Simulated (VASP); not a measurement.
Crystal: Ti2O.

```
Ti O
1.0
     2.91940    0.00000    0.00000
    -1.45970    2.52827    0.00000
     0.00000    0.00000    4.71300
Ti O
2 1
Direct
  0.33333 0.66667 0.72126
  0.66667 0.33333 0.27874
  0.00000 0.00000 0.00000
```

Base run:

```yaml
Program: VASP 6.6.1
Functional: LDA
Potentials_or_basis: VASP PAW LDA potentials, release 64 (Ti_sv, O)
Cutoff: 520 eV
k_mesh: 10 × 10 × 6
Occupations: fermi-dirac, width 0.05 eV
Spin: no spin polarisation
Hubbard_terms: Ti d U = 4 eV
```

Its results: band gap on the k mesh none (metal or under the smearing width); pressure 9.7 GPa; largest force 1.390 eV/Å.

Problem. The run is repeated on the same cell with these changes: hubbard terms from Ti d U = 4 eV to Ti d U = 2 eV. What comes out?

Solution. Band gap on the k mesh none (metal or under the smearing width); pressure 4.2 GPa; largest force 1.399 eV/Å.

Caveats: U without spin polarisation on a metal has little footing; forces of over 1 eV/Å show positions far from the minimum, so gaps and moduli don't describe the material at rest.

Not every run made on this cell is shown here.
